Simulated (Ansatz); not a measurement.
Predict the output of the script below (Ansatz 0.2.0, Python API).

The script, `zrn_ecut.py`:
```python
"""Convergence of ZrN with the plane-wave cutoff."""

from dataclasses import dataclass
import csv

import ansatz as az


@dataclass
class RunConfig:
    kgrid: tuple[int, ...] = (10, 10, 10)
    smearing: str = "fermi_dirac"


cfg = RunConfig()

lattice = az.Lattice.of(
    (0.0, 2.3, 2.3),
    (2.3, 0.0, 2.3),
    (2.3, 2.3, 0.0),
)
sites = [
    ("Zr", (0.5, 0.5, 0.5)),
    ("N", (0.0, 0.0, 0.0)),
]
cell = az.Crystal(lattice=lattice)
for symbol, position in sites:
    cell = cell.atom(symbol, position)

calculation = (
    cell.calculation()
    .functional(az.Functional.PBE)
    .kpoints(*cfg.kgrid, center="gamma")
    .occupations(cfg.smearing)
)

rows = []
for value in [300, 350, 400, 450]:
    summary = calculation.basis(value).run(threads=1).report
    rows.append((value, summary["free_energy_ev"] / len(summary["lattice"]["sites"]), summary["n_iterations"], summary["n_pw"]))

with open("ecut.csv", "w", newline="") as handle:
    writer = csv.writer(handle)
    writer.writerow(["cutoff (eV)", "F/atom (eV)", "iterations", "plane waves"])
    writer.writerows([round(v, 5) if isinstance(v, float) else v for v in row] for row in rows)

# the last row is the reference
for row in rows[:-1]:
    shift = 1000 * (row[1] - rows[-1][1])
    print(f"{row[0]}: {shift:+.2f} meV/atom" + ("  (within 2 meV)" if abs(shift) < 2 else ""))
```

`python zrn_ecut.py` gives:
```text
DeckWarning: basis.ecutwfc = 300 eV is below the records' recommended 420 eV, and the density's cutoff is lower with it unless basis.ecutrho_ratio is high enough to keep the records' density cutoff: compare with a run at a higher cutoff
DeckWarning: basis.ecutwfc = 350 eV is below the records' recommended 420 eV, and the density's cutoff is lower with it unless basis.ecutrho_ratio is high enough to keep the records' density cutoff: compare with a run at a higher cutoff
DeckWarning: basis.ecutwfc = 400 eV is below the records' recommended 420 eV, and the density's cutoff is lower with it unless basis.ecutrho_ratio is high enough to keep the records' density cutoff: compare with a run at a higher cutoff
300: +147.17 meV/atom
350: +30.21 meV/atom
400: +4.61 meV/atom
```
(Warnings from the package without file and line.)

It writes `ecut.csv`:
```csv
cutoff (eV),F/atom (eV),iterations,plane waves
300,-2285.51399,6,283
350,-2285.63096,6,339
400,-2285.65655,6,459
450,-2285.66116,6,531
```

What to keep in mind:
- Spin is left out of this run.
- The mesh is modest for a metal, so energies can be off by several to tens of meV an atom and pressures by half a GPa or more; differences at equal mesh fare better.
- Of the deposited cell: the entry's cell lengths or inner coordinates differ somewhat from later room-temperature determinations.
- The structure is a deposited one; some such entries were measured under pressure or heat, so a shift against it needn't be the functional's error alone.
- Shifts are counted from the last row, which is itself no proven limit.
- Wall time of the script: 3.5 s on 1 thread of Intel(R) Xeon(R) Processor @ 2.30GHz, on a shared host, peak memory 0.46 GiB.
